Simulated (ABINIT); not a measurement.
# Bi (Im-3m) in ABINIT: a series of runs, part 2 of 2

ABINIT 10.8.3 (patched build). The steps go on from the part before.

## 3. Single point, PBE

run.abi

```
# Pseudopotentials
pp_dirpath "./"
pseudos "Bi.GGA_PBE-JTH.xml"

# Structure
acell 3*1.0
rprim
    -3.7443610401     3.7443610401     3.7443610401
     3.7443610401    -3.7443610401     3.7443610401
     3.7443610401     3.7443610401    -3.7443610401
ntypat 1
znucl 83
natom 1
typat 1
xred
     0.0000000000     0.0000000000     0.0000000000

# Plane-wave basis
ecut 598.650497 eV
pawecutdg 44.0
pawxcdev 0

# k points
kptopt 1
ngkpt 9 9 9
nshiftk 1
shiftk 0.0 0.0 0.0

# Exchange and correlation
ixc 11

# Bands and occupations
nband 12
occopt 7
tsmear 0.1 eV

# SCF cycle
nstep 100
tolvrs 1.0e-9

# Output
iomode 3
prtwf 0
prteig 0
prtebands 0
enunit 1
prtden 1
prtvha 1
prtvclmb 1
prtpot 1
```

Potentials or basis: JTH PAW PBE v2.0.

Run with:

```
$ abinit run.abi > log 2>&1
```

run.abo:

```text
.Version 10.8.3 of ABINIT
 Symmetries : space group Im -3 m (#229); Bravais cI (body-center cubic)
================================================================================
 Values of the parameters that define the memory need of the present run
     intxc =       0    ionmov =       0      iscf =      17    lmnmax =      18
     lnmax =       6     mgfft =      30  mpssoang =       3    mqgrid =    3001
     natom =       1  nloc_mem =       2    nspden =       1   nspinor =       1
    nsppol =       1      nsym =      48    n1xccc =       1    ntypat =       1
    occopt =       7   xclevel =       2
       mpw =        1048          nfft =       27000          nkpt =          35
 PAW method is used; the additional fine FFT grid is defined by:
   mgfftf=        40    nfftf =     64000
================================================================================
================================================================================

--------------------------------------------------------------------------------
------------- Echo of variables that govern the present computation ------------
--------------------------------------------------------------------------------
 -outvars: echo values of preprocessed input variables --------
            acell      1.0000000000E+00  1.0000000000E+00  1.0000000000E+00 Bohr
              amu      2.08980370E+02
             ecut      2.20000000E+01 Hartree
           enunit           1
              ixc          11
         kptrlatt        9    0    0      0    9    0      0    0    9
          kptrlen      5.83688121E+01
            natom           1
            nband          12
            ngfft          30      30      30
          ngfftdg          40      40      40
             nkpt          35
            nstep         100
             nsym          48
           ntypat           1
           occopt           7
        pawecutdg      4.40000000E+01 Hartree
         pawxcdev           0
        prtebands           0
           prteig           0
           prtpot           1
         prtvclmb           1
           prtvha           1
            prtwf           0
            rprim     -3.7443610401E+00  3.7443610401E+00  3.7443610401E+00
                       3.7443610401E+00 -3.7443610401E+00  3.7443610401E+00
                       3.7443610401E+00  3.7443610401E+00 -3.7443610401E+00
          spgroup         229
           tolvrs      1.00000000E-09
           tsmear      3.67493222E-03 Hartree
            typat      1
           useylm           1
            znucl       83.00000
[... 121 lines left out ...]
    1     -0.00000000000000    -0.00000000000000    -0.00000000000000
 frms,max,avg= 0.0000000E+00 0.0000000E+00   0.000E+00  0.000E+00  0.000E+00 h/b

 cartesian forces (eV/Angstrom) at end:
    1     -0.00000000000000    -0.00000000000000    -0.00000000000000
 frms,max,avg= 0.0000000E+00 0.0000000E+00   0.000E+00  0.000E+00  0.000E+00 e/A
 length scales=  1.000000000000  1.000000000000  1.000000000000 bohr
              =  0.529177210544  0.529177210544  0.529177210544 angstroms
 Fermi (or HOMO) energy (eV) =   7.91275   Average Vxc (eV)=  -9.53376
 Eigenvalues (   eV  ) for nkpt=  35  k points:
 kpt#   1, nband= 12, wtk=  0.00137, kpt=  0.0000  0.0000  0.0000 (reduced coord)
 -15.13170  -15.13170  -15.13170  -15.00591  -15.00591   -5.62457   13.01114   13.01114
  13.01114   16.99815   18.44707   18.44707
 prteigrs : prtvol=0 or 1, do not print more k-points.

--- !EnergyTerms
iteration_state     : {dtset: 1, }
comment             : Components of total free energy in Hartree
kinetic             :  4.67980252727856E+00
hartree             :  1.75763242589839E+01
xc                  : -2.53601035170703E+00
Ewald energy        : -5.46707113290151E+01
psp_core            :  1.99756965665878E+00
local_psp           : -5.90900140633947E+01
PAW spherical_terms :  1.98929961922726E+01
internal            : -7.21500431089230E+01
'-kT*entropy'       : -1.05280764196309E-04
total_energy        : -7.21501483896872E+01
total_energy_eV     : -1.96330555553662E+03
...

--- !EnergyTermsDC
iteration_state     : {dtset: 1, }
comment             : '"Double-counting" decomposition of free energy'
band_energy         : -5.13811056881012E+00
Ewald energy        : -5.46707113290151E+01
psp_core            :  1.99756965665878E+00
xc_dc               : -1.72593811336995E+01
PAW spherical_terms :  2.92059420041772E+00
internal            : -7.21500391744483E+01
'-kT*entropy'       : -1.05280764196309E-04
total_energy_dc     : -7.21501444552125E+01
total_energy_dc_eV  : -1.96330544847411E+03
...

--- !EnergyTermsWithPAWCore
iteration_state     : {dtset: 1, }
comment             : 'Components of total free energy, including PAW core contributions'
Total energy        : -2.15309080736859E+04
Total energy DC     : -2.15309080697514E+04
Total energy (eV)   : -5.85885855819778E+05
Total energy DC (eV): -5.85885855712715E+05
...

 Cartesian components of stress tensor (hartree/bohr^3)
  sigma(1 1)= -2.87664200E-05  sigma(3 2)=  0.00000000E+00
  sigma(2 2)= -2.87664200E-05  sigma(3 1)=  0.00000000E+00
  sigma(3 3)= -2.87664200E-05  sigma(2 1)=  0.00000000E+00

-Cartesian components of stress tensor (GPa)         [Pressure=  8.4634E-01 GPa]
- sigma(1 1)= -8.46337297E-01  sigma(3 2)=  0.00000000E+00
- sigma(2 2)= -8.46337297E-01  sigma(3 1)=  0.00000000E+00
- sigma(3 3)= -8.46337297E-01  sigma(2 1)=  0.00000000E+00

== END DATASET(S) ==============================================================
================================================================================

 -outvars: echo values of variables after computation  --------
            acell      1.0000000000E+00  1.0000000000E+00  1.0000000000E+00 Bohr
           etotal     -7.2150144455E+01
            fcart     -0.0000000000E+00 -0.0000000000E+00 -0.0000000000E+00
            rprim     -3.7443610401E+00  3.7443610401E+00  3.7443610401E+00
                       3.7443610401E+00 -3.7443610401E+00  3.7443610401E+00
                       3.7443610401E+00  3.7443610401E+00 -3.7443610401E+00
           strten     -2.8766420022E-05 -2.8766420022E-05 -2.8766420022E-05
                       0.0000000000E+00  0.0000000000E+00  0.0000000000E+00
 Calculation completed.
```

It took 11 s on 1 thread of Arm Neoverse V2, shared host; peak memory 0.11 GiB.

What came out:

```
Free energy                                           : -1963.3054 eV
Pressure                                              : 0.8 GPa
Band gap on the k mesh                                : none (metal or under the smearing width)
Valence electrons inside the program's atomic spheres : Bi 12.14 (radii [1.2765] Å)
```

Caveat: spin-orbit coupling is left out, which moves the levels of the heavy elements.

## 4. Single point, PBE

run.abi, as its differences from that of step 3:

```diff
@@ -33,3 +33,3 @@
 nband 12
-occopt 7
+occopt 4
 tsmear 0.1 eV
```

Run with:

```
$ abinit run.abi > log 2>&1
```

It took 11 s on 1 thread of Arm Neoverse V2, shared host; peak memory 0.11 GiB.

It converged, with:

```yaml
Free_energy: -1963.3039 eV
Pressure: 0.8 GPa
Band_gap_on_the_k_mesh: none (metal or under the smearing width)
Valence_electrons_inside_the_program's_atomic_spheres: Bi 12.14 (radii [1.2765] Å)
```

Levels at points of the mesh, in eV from the Fermi level:
```tsv
k point	band 3	band 4	band 5	band 6	band 7	band 8	band 9	band 10	band 11	band 12
(0.00, 0.00, 0.00)	-23.05	-22.92	-22.92	-13.54	5.10	5.10	5.10	9.08	10.53	10.53
```

Caveat: spin-orbit coupling is left out, which moves the levels of the heavy elements.

## 5. Single point, PBE

run.abi, as its differences from that of step 4:

```diff
@@ -33,3 +33,3 @@
 nband 12
-occopt 4
+occopt 5
 tsmear 0.1 eV
```

Run with:

```
$ abinit run.abi > log 2>&1
```

Wall time 11 s (1 thread of Arm Neoverse V2, shared host); peak memory 0.11 GiB.

It converged, with:

| Quantity | Value |
| --- | --- |
| Free energy | -1963.3038 eV |
| Pressure | 0.8 GPa |
| Band gap on the k mesh | none (metal or under the smearing width) |
| Valence electrons inside the program's atomic spheres | Bi 12.14 (radii [1.2765] Å) |

Levels at points of the mesh, in eV from the Fermi level:
| k point | band 3 | band 4 | band 5 | band 6 | band 7 | band 8 | band 9 | band 10 | band 11 | band 12 |
| --- | --- | --- | --- | --- | --- | --- | --- | --- | --- | --- |
| (0.00, 0.00, 0.00) | -23.05 | -22.92 | -22.92 | -13.54 | 5.09 | 5.09 | 5.09 | 9.08 | 10.53 | 10.53 |

Caveat: spin-orbit coupling is left out, which moves the levels of the heavy elements.

## 6. Single point, PBE

run.abi, as its differences from that of step 5:

```diff
@@ -33,3 +33,3 @@
 nband 12
-occopt 5
+occopt 6
 tsmear 0.1 eV
```

Potentials or basis: JTH PAW PBE v2.0.

Run with:

```
$ abinit run.abi > log 2>&1
```

Run time: 11 s. Hardware: 1 thread of Arm Neoverse V2, shared host; peak memory 0.11 GiB.

The run converged. Its results:

```
Free energy                                           : -1963.3040 eV
Pressure                                              : 0.8 GPa
Band gap on the k mesh                                : none (metal or under the smearing width)
Valence electrons inside the program's atomic spheres : Bi 12.14 (radii [1.2765] Å)
```

Levels at points of the mesh, in eV from the Fermi level:
```csv
k point,band 3,band 4,band 5,band 6,band 7,band 8,band 9,band 10,band 11,band 12
"(0.00, 0.00, 0.00)",-23.04,-22.91,-22.91,-13.53,5.10,5.10,5.10,9.09,10.54,10.54
```

Caveat: spin-orbit coupling is left out, which moves the levels of the heavy elements.

## 7. The runs side by side

| smearing | gap on the mesh (eV) | pressure (GPa) |
| --- | --- | --- |
| fermi-dirac 0.1 eV | none | 0.9 |
| gaussian 0.1 eV | none | 0.8 |
| cold (ABINIT) 0.1 eV | none | 0.8 |
| cold-b (ABINIT) 0.1 eV | none | 0.8 |
| methfessel-paxton 0.1 eV | none | 0.8 |

Alike in all rows: task single point; level PBE; potentials or basis JTH PAW PBE v2.0; no spin polarisation; cell as given; k mesh 9 × 9 × 9; cutoff (eV) 599.

Every run on the cell as given and a fine mesh finds a metal.

Caveats: spin-orbit coupling is left out, which moves the levels of the heavy elements.

Absolute energies hang on the potentials; compare differences alone.
